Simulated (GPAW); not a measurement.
# Ti (Fm-3m) in GPAW: further runs

Aim: see how the results for Ti move with the level of theory and the settings. Levels: r2SCAN, PBEsol, LDA. Tasks: equation of state, band structure.

All numbers are computed with GPAW 26.7.0; they aren't measurements. Logs are shortened: lines on timing, memory, paths and dates and some standing lists are left out, and cuts for length are marked. The log counts tension as positive stress, the text compression.

## 1. The structure

It takes space group Fm-3m (No. 225, cubic). Conventional cell: a = 4.060 Å, b = 4.060 Å, c = 4.060 Å, α = 90.00°, β = 90.00°, γ = 90.00°. Around Ti (site symmetry m-3m) lie 12 Ti at 2.87 Å.

This isn't the form of Ti at room conditions, which is hcp.

## 2. Equation of state, r2SCAN

The input, run.py:

```python
from ase import Atoms
from ase.eos import EquationOfState
from ase.io import Trajectory
from ase.units import GPa
from gpaw import GPAW, PW

atoms = Atoms(['Ti'],
              cell=[[0.0, 2.03, 2.03],
                    [2.03, 0.0, 2.03],
                    [2.03, 2.03, 0.0]],
              scaled_positions=[[0.0, 0.0, 0.0]],
              pbc=True)

traj = Trajectory('eos.traj', 'w')
volumes, energies = [], []
for x in [0.94, 0.96, 0.98, 1.0, 1.02, 1.04, 1.06]:
    a = atoms.copy()
    a.set_cell(atoms.cell * x**(1 / 3), scale_atoms=True)
    calc = GPAW(mode=PW(600),
                xc='MGGA_X_R2SCAN+MGGA_C_R2SCAN',
                kpts={'size': (11, 11, 11), 'gamma': True},
                occupations={'name': 'fermi-dirac', 'width': 0.05},
                nbands=14,
                convergence={'density': 1e-05, 'energy': 1e-05},
                maxiter=150,
                txt=f'eos-{x:.2f}.txt')
    a.calc = calc
    energies.append(a.get_potential_energy(force_consistent=True))
    volumes.append(a.get_volume())
    p = -a.get_stress()[:3].mean() / GPa
    calc.write(f'eos-{x:.2f}.gpw')
    traj.write(a)
    print(f'{x:.2f} {volumes[-1]:10.4f} A^3 {energies[-1]:14.6f} eV {p:9.3f} GPa', flush=True)

v0, e0, B = EquationOfState(volumes, energies, eos='birchmurnaghan').fit()
print(f'V0 = {v0:.4f} A^3, E0 = {e0:.6f} eV, B0 = {B / GPa:.2f} GPa')
```

Potentials or basis: GPAW PAW data sets (gpaw-data 1.2.1), pw.

Run with:

```
$ OMP_NUM_THREADS=1 python run.py
```

What it wrote:

```text
__  _  _
 | _ |_)|_||  |
 |__||  | ||/\| - 26.7.0

Input parameters:
  mode=PW(ecut=600.0),
  convergence={'density': 1e-05, 'energy': 1e-05},
  kpts=MonkhorstPack(size=(11, 11, 11), gamma=True),
  maxiter=150,
  nbands=14,
  occupations=Occupations(name='fermi-dirac', width=0.05),
  xc=XC(name='MGGA_X_R2SCAN+MGGA_C_R2SCAN')

Diagonalizing LCAO Hamiltonian
Converting LCAO to pw mode

       Ti

Atoms  # Å, Bohr magnetons
|   | symbol |        x |        y |        z |    initial magnetic moments |
|---|--------|----------|----------|----------|-----------------------------|
| 0 |     Ti | 0.000000 | 0.000000 | 0.000000 | ( 0.0000,  0.0000,  0.0000) |

Unit cell  # Å
| periodic |        x |        y |        z |  lengths |    angles |
|----------|----------|----------|----------|----------|-----------|
|      yes | 0.000000 | 1.988560 | 1.988560 | 2.812248 | 60.000000 |
|      yes | 1.988560 | 0.000000 | 1.988560 | 2.812248 | 60.000000 |
|      yes | 1.988560 | 1.988560 | 0.000000 | 2.812248 | 60.000000 |

Number of symmetries: 48
Symmetry operations  # r_c * U_cc + t_c -> r_c
|    | kind |            matrix            |
|----|------|------------------------------|
|  0 |  σ   |  1, 0, 0,  1, 0,-1,  1,-1, 0 |
|  1 |  C2  |  1, 0, 0,  1,-1, 0,  1, 0,-1 |
|  2 |  E   |  1, 0, 0,  0, 1, 0,  0, 0, 1 |
|  3 |  σ   |  1, 0, 0,  0, 0, 1,  0, 1, 0 |
|  4 |  C4  |  1, 0,-1,  1, 0, 0,  1,-1, 0 |
|  5 |  S6  |  1, 0,-1,  1,-1, 0,  1, 0, 0 |
|  6 |  σ   |  1, 0,-1,  0, 1,-1,  0, 0,-1 |
|  7 |  C3  |  1, 0,-1,  0, 0,-1,  0, 1,-1 |
|  8 |  S6  |  1,-1, 0,  1, 0, 0,  1, 0,-1 |
|  9 |  C4  |  1,-1, 0,  1, 0,-1,  1, 0, 0 |
| 10 |  C3  |  1,-1, 0,  0,-1, 1,  0,-1, 0 |
| 11 |  σ   |  1,-1, 0,  0,-1, 0,  0,-1, 1 |
| 12 |  σ   |  0, 1, 0,  1, 0, 0,  0, 0, 1 |
| 13 |  C4  |  0, 1, 0,  0, 1,-1, -1, 1, 0 |
| 14 |  C3  |  0, 1, 0,  0, 0, 1,  1, 0, 0 |
| 15 |  S6  |  0, 1, 0, -1, 1, 0,  0, 1,-1 |
| 16 |  C2  |  0, 1,-1,  1, 0,-1,  0, 0,-1 |
| 17 |  σ   |  0, 1,-1,  0, 1, 0, -1, 1, 0 |
| 18 |  S4  |  0, 1,-1,  0, 0,-1,  1, 0,-1 |
| 19 |  C4  |  0, 1,-1, -1, 1, 0,  0, 1, 0 |
| 20 |  C3  |  0, 0, 1,  1, 0, 0,  0, 1, 0 |
| 21 |  σ   |  0, 0, 1,  0, 1, 0,  1, 0, 0 |
| 22 |  S6  |  0, 0, 1,  0,-1, 1, -1, 0, 1 |
| 23 |  C4  |  0, 0, 1, -1, 0, 1,  0,-1, 1 |
| 24 |  S4  |  0, 0,-1,  1, 0,-1,  0, 1,-1 |
| 25 |  C3  |  0, 0,-1,  0, 1,-1,  1, 0,-1 |
| 26 |  C2  |  0, 0,-1,  0,-1, 0, -1, 0, 0 |
| 27 |  S6  |  0, 0,-1, -1, 0, 0,  0,-1, 0 |
| 28 |  S4  |  0,-1, 1,  1,-1, 0,  0,-1, 0 |
| 29 |  C4  |  0,-1, 1,  0, 0, 1, -1, 0, 1 |
| 30 |  C2  |  0,-1, 1,  0,-1, 0,  1,-1, 0 |
| 31 |  σ   |  0,-1, 1, -1, 0, 1,  0, 0, 1 |
| 32 |  C3  |  0,-1, 0,  1,-1, 0,  0,-1, 1 |
| 33 |  S6  |  0,-1, 0,  0, 0,-1, -1, 0, 0 |
| 34 |  S4  |  0,-1, 0,  0,-1, 1,  1,-1, 0 |
| 35 |  C2  |  0,-1, 0, -1, 0, 0,  0, 0,-1 |
| 36 |  C2  | -1, 1, 0,  0, 1, 0,  0, 1,-1 |
| 37 |  S6  | -1, 1, 0,  0, 1,-1,  0, 1, 0 |
| 38 |  S4  | -1, 1, 0, -1, 0, 1, -1, 0, 0 |
| 39 |  C3  | -1, 1, 0, -1, 0, 0, -1, 0, 1 |
| 40 |  S6  | -1, 0, 1,  0, 0, 1,  0,-1, 1 |
| 41 |  C2  | -1, 0, 1,  0,-1, 1,  0, 0, 1 |
| 42 |  C3  | -1, 0, 1, -1, 1, 0, -1, 0, 0 |
| 43 |  S4  | -1, 0, 1, -1, 0, 0, -1, 1, 0 |
| 44 |  C2  | -1, 0, 0,  0, 0,-1,  0,-1, 0 |
| 45 |  i   | -1, 0, 0,  0,-1, 0,  0, 0,-1 |
| 46 |  σ   | -1, 0, 0, -1, 1, 0, -1, 0, 1 |
| 47 |  C2  | -1, 0, 0, -1, 0, 1, -1, 1, 0 |

BZ-sampling:
  Number of BZ points: 1331
  Number of IBZ points: 56

  Monkhorst-Pack size: [11, 11, 11]
  Monkhorst-Pack shift: [0, 0, 0]

K-points  # in reciprocal-cell coordinates
|     |                                coordinates |     weight |
|-----|--------------------------------------------|------------|
|   0 | (  0.00000000,   0.00000000,   0.00000000) | 0.00075131 |
|   1 | (  0.09090909,   0.09090909,   0.00000000) | 0.00450789 |
|   2 | (  0.09090909,   0.09090909,   0.09090909) | 0.00601052 |
|   3 | (  0.18181818,   0.09090909,   0.09090909) | 0.00901578 |
|   4 | (  0.18181818,   0.18181818,   0.00000000) | 0.00450789 |
|   5 | (  0.18181818,   0.18181818,   0.09090909) | 0.01803156 |
|   6 | (  0.18181818,   0.18181818,   0.18181818) | 0.00601052 |
|   7 | (  0.27272727,   0.18181818,   0.09090909) | 0.01803156 |
|   8 | (  0.27272727,   0.18181818,   0.18181818) | 0.01803156 |
|   9 | (  0.27272727,   0.27272727,   0.00000000) | 0.00450789 |
| ... |                                            |            |
|  55 | (  0.45454545,   0.45454545,   0.45454545) | 0.00601052 |

Plane wave coefficients: 534
Cutoff: 600.0 eV

Spin-components: 1 (collinear spins)
Bands:           14
Projectors:      6
Spin-degeneracy: 2
Datatype:        complex128

Parallelization:
  kpt:    1
  domain: 1
  band:   1

Density:
  Valence electrons: 12.0
  Components: 1
  Grid points: [16 16 16]
  Charge: 0.0  # |e|

Potential:
  Grid points: [16 16 16]

species:
  Ti:
    name:    Titanium
    Z:       22.0
    valence: 12
    core:    10
    charge:  0.0  # [|e|]
    compensation charges:
      type: gauss
      rc: 0.38  # [Å]
      lmax: 2
    cutoffs:
      filter: 2.23  # [Å]
      core: 1.02  # [Å]
    projectors
    | kind |    occ | energy [eV] | rcut [Å] |
    |------|--------|-------------|----------|
    |   3s |  2.000 |     -62.623 |    1.270 |
    |   4s |  2.000 |      -4.466 |    1.270 |
    |   3p |  6.000 |     -38.862 |    1.058 |
    |   4p |  0.000 |      -1.466 |    1.058 |
    |   3d |  2.000 |      -4.258 |    1.058 |
    |    d |        |      22.953 |    1.058 |

    Using partial waves for Ti as LCAO basis

Reference energy: -23224.014282  # eV

eigensolver:
  PPCG
  Converge bands: occupied
  niter=2

density mixing:
  MSR1-Mixer
  Pratt-step length: 0.05
  Maximum mixing coefficient: 0.75
  Old densities: 10
  SVD Regularization: 0.005
  Good broyden scale: 1.0
  Trust region scale: 1.0
  Backstep threshold: 4.0
  History deletion threshold: 6.0
  Fourier metric: weight=20.0, sigma=0.015

occupation numbers:
  Fermi-Dirac:
    width: 0.0500  # eV

poisson solver:
  ecut: 4800.0  # eV

xc functional:
  name: MGGA_X_R2SCAN+MGGA_C_R2SCAN with 2 nearest neighbor stencil

convergence criteria:
- Maximum integral of absolute [dens]ity change: 1e-05 electrons / valence electron
- Maximum [total energy] change in last 3 cyles: 1e-05 eV / valence electron
- Maximum integral of absolute [eigenst]ate change: 4e-08 eV^2 / valence electron
maximum number of iterations: 150

SCF iterations
|iter     | |      energy | eigst |  dens |
|---------|-|-------------|-------|-------|
|iter:   1| |  -15.257088 | +0.09 |       |
|iter:   2| |  -11.399703 | -1.86 | -1.24 |
|iter:   3| |  -11.234330 | -1.72 | -1.27 |
|iter:   4| |  -11.243270 | -3.24 | -2.00 |
|iter:   5| |  -11.246185 | -3.67 | -2.23 |
|iter:   6| |  -11.246218 | -5.50 | -3.21 |
|iter:   7| |  -11.246235c| -5.87 | -3.60 |
|iter:   8| |  -11.246235c| -7.90c| -4.52 |
|iter:   9| |  -11.246235c| -8.16c| -5.15c|

Converged in 9 steps
Energy contributions relative to reference atoms: (reference = -23224.014282)

Energy contributions:
  Kinetic:           8.665809
  Coulomb:          -7.310502
  Zero:             -0.155426
  External:          0.000000
  Xc:              -12.440962
  Entropy:          -0.010309
  Spinorbit:         0.000000
  ----------------------------
  Free energy:     -11.251389
  Extrapolated:    -11.246235

dipole moment: (-12.663544, -12.663544, -12.663544)  # |e|*Ang

Fermi level: 9.548
Eigenvalues  # (at kpt = [0.000, 0.000, 0.000])
| band index |      eig [eV] | occ [0-2] |
|------------|---------------|-----------|
|          0 |       -49.310 |     2.000 |
|          1 |       -23.985 |     2.000 |
|          2 |       -23.985 |     2.000 |
|          3 |       -23.985 |     2.000 |
|          4 |         2.874 |     2.000 |
|          5 |        10.628 |     0.000 |
|          6 |        10.628 |     0.000 |
|          7 |        10.628 |     0.000 |
|          8 |        12.673 |     0.000 |
|          9 |        12.673 |     0.000 |
|         10 |        25.936 |     0.000 |
|         11 |        31.389 |     0.000 |
|         12 |        31.389 |     0.000 |
|         13 |        31.389 |     0.000 |

No gap
No difference between direct/indirect transitions

Stress tensor  # eV/Ang^3
|         x |         y |         z |
|-----------|-----------|-----------|
| -0.077419 | -0.000000 |  0.000000 |
| -0.000000 | -0.077419 |  0.000000 |
|  0.000000 |  0.000000 | -0.077419 |

# Writing to eos-0.94.gpw (mode='')
```

It took 4 min on 1 thread of Arm Neoverse V1, shared host; peak memory 0.63 GiB.

Results:

| Item | Value |
| --- | --- |
| Equilibrium volume | 17.42 Å³/atom (rough: see the caveat) |
| Bulk modulus | 112 GPa (rough) |

Energy against volume, from the lowest point:
```csv
volume (Å³/atom),energy (meV/atom)
15.727,66.30
16.062,41.72
16.396,22.76
16.731,9.98
17.065,2.58
17.400,0.00
17.735,1.79
```

Caveat: the points scatter about the fit; the PAW data sets were made with another functional, which shifts forces and pressure a little.

## 3. Band structure, PBEsol

The input, run.py:

```python
from ase import Atoms
from ase.dft.bandgap import bandgap
from ase.io import write
from ase.units import GPa
from gpaw import GPAW, PW, setup_paths

setup_paths.insert(0, '.')

atoms = Atoms(['Ti'],
              cell=[[0.0, 2.03, 2.03],
                    [2.03, 0.0, 2.03],
                    [2.03, 2.03, 0.0]],
              scaled_positions=[[0.0, 0.0, 0.0]],
              pbc=True)

calc = GPAW(mode=PW(600),
            xc='PBEsol',
            kpts={'size': (11, 11, 11), 'gamma': True},
            occupations={'name': 'fermi-dirac', 'width': 0.05},
            nbands=14,
            convergence={'density': 1e-05, 'energy': 1e-05},
            maxiter=150,
            txt='gpaw.txt')
atoms.calc = calc
energy = atoms.get_potential_energy()
forces = atoms.get_forces()
stress = atoms.get_stress()
calc.write('gs.gpw')
write('result.traj', atoms)
print(f'Energy: {energy:.6f} eV')
print('Forces (eV/A):')
print(forces.round(4))
print('Stress (GPa):', (stress / GPa).round(3))
print('Fermi level:', round(calc.get_fermi_level(), 4), 'eV')
print(f'Gap: {bandgap(calc)[0]:.4f} eV, direct: {bandgap(calc, direct=True)[0]:.4f} eV')

path = atoms.cell.bandpath('GXWKGLUWLK,UX', npoints=80, eps=1e-4)
bs_calc = calc.fixed_density(kpts=path, symmetry='off', nbands=21,
                             convergence={'bands': 'CBM+6.0', 'eigenstates': 1e-6}, txt='bands.txt')
bs = bs_calc.band_structure()
bs.write('bs.json')
print(f'Gap on the path: {bandgap(bs_calc)[0]:.4f} eV')
```

Potentials or basis: PAW data sets generated in the run's folder for this functional, pw.

Run with:

```
$ gpaw-setup -f PBEsol Ti
$ OMP_NUM_THREADS=1 python run.py
```

Wall time 48 s (1 thread of AMD EPYC, shared host); peak memory 0.17 GiB.

It converged, with:

- Free energy: -7.1270 eV
- Pressure: -0.9 GPa
- Band gap along the path: none (metal or under the smearing width)

Levels at the corners of the path, in eV from the Fermi level:
| point | band 4 | band 5 | band 6 | band 7 | band 8 | band 9 |
| --- | --- | --- | --- | --- | --- | --- |
| Γ | -32.30 | -6.15 | 0.91 | 0.91 | 0.91 | 2.63 |
| X | -32.57 | -2.71 | -1.81 | 2.99 | 3.76 | 4.09 |
| W | -32.58 | -1.61 | -0.39 | -0.39 | 2.22 | 4.09 |
| K | -32.51 | -1.82 | -1.27 | 0.73 | 2.71 | 3.64 |
| Γ | -32.30 | -6.15 | 0.91 | 0.91 | 0.91 | 2.63 |
| L | -32.40 | -2.67 | 0.72 | 0.78 | 0.78 | 3.78 |
| U | -32.51 | -1.82 | -1.27 | 0.73 | 2.71 | 3.64 |
| W | -32.58 | -1.61 | -0.39 | -0.39 | 2.22 | 4.09 |
| L | -32.40 | -2.67 | 0.72 | 0.78 | 0.78 | 3.78 |
| K | -32.51 | -1.82 | -1.27 | 0.73 | 2.71 | 3.64 |
| U | -32.51 | -1.82 | -1.27 | 0.73 | 2.71 | 3.64 |
| X | -32.57 | -2.71 | -1.81 | 2.99 | 3.76 | 4.09 |

[end of part 1 of 2]
